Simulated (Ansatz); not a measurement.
Crystal: BaTiO3.

```xyz
10
Lattice="-3.8027 -0.0566 -0.0218 -0.0219 -0.0317 -4.1303 -0.1132 -7.9735 -0.0631" Properties=species:S:1:pos:R:3 pbc="T T T"
Ba   -0.2466   -3.9791   -3.7874
Ba   -0.0540   -0.2243   -3.8091
Ti   -1.7732   -1.6800   -2.1731
Ti   -2.0067   -6.1212   -2.0029
O    -1.8588   -1.9453   -0.1906
O    -1.8152   -5.5583   -0.3551
O    -2.1087   -3.6341   -2.2729
O    -2.0275   -0.2908   -2.3182
O    -3.7738   -2.1462   -1.9271
O    -0.1085   -6.6995   -2.1549
```

The cell isn't the ideal one: all atoms moved at random, sigma 0.25 Å a component, cell strained at random, sigma 0.06.

```yaml
Program: Ansatz 0.2.0
Task: relaxation of cell and atoms
Functional: PBEsol
Potentials_or_basis: Ansatz PAW
Cutoff: "420 eV (not typed: the program's choice for these potentials)"
k_mesh: 7 × 7 × 4
Occupations: fermi-dirac, width 0.05 eV
Spin: no spin polarisation
```

At the start: volume 12.52 Å³/atom.

Question: How do energy, volume and symmetry change on relaxing?

Answer: It ends after 13 steps and the volume is 12.69 Å³/atom (+1.4 %); space group R3m (No. 160, to 0.05 Å).

Step by step:
```csv
step,energy change (eV),largest force (eV/Å),volume (Å³)
1,0.0000,26.3282,125.20
2,-6.3790,10.7308,131.07
3,-9.0191,3.1387,130.02
4,-9.8340,1.2242,129.82
5,-10.0258,0.1239,126.98
6,-10.0299,0.0421,126.86
7,-10.0306,0.0013,126.80
8,-10.0473,0.0018,126.80
9,-10.0488,0.0033,126.89
10,-10.0487,0.0023,126.94
11,-10.0495,0.0023,126.94
12,-10.0496,0.0003,126.93
13,-10.0495,0.0003,126.93
```

Final structure:
```yaml
crystal:
  lattice:
    - [-3.98708, -0.00446, -0.00436]
    - [-0.00479, -0.00489, -3.98985]
    - [-0.00929, -7.97909, -0.00925]
  atoms:
    - { symbol: Ba, position: [0.99396, 0.99374, 0.49688] }
    - { symbol: Ba, position: [0.99396, 0.99373, 0.99688] }
    - { symbol: Ti, position: [0.48310, 0.48260, 0.24132] }
    - { symbol: Ti, position: [0.48309, 0.48261, 0.74132] }
    - { symbol: O, position: [0.50560, 0.01212, 0.25285] }
    - { symbol: O, position: [0.50560, 0.01213, 0.75285] }
    - { symbol: O, position: [0.50560, 0.50572, 0.50604] }
    - { symbol: O, position: [0.50560, 0.50572, 0.00605] }
    - { symbol: O, position: [0.01174, 0.50581, 0.25290] }
    - { symbol: O, position: [0.01175, 0.50581, 0.75290] }
```

Caveat: the plane-wave basis is chosen anew once the cell has moved, so the energies of steps on either side of that aren't comparable; the pressure holds a Pulay correction of +0.6 GPa for the finite cutoff; the PAW data sets come from PBE, with cores solved anew for the run's functional, which leaves a small shift of forces and pressure.
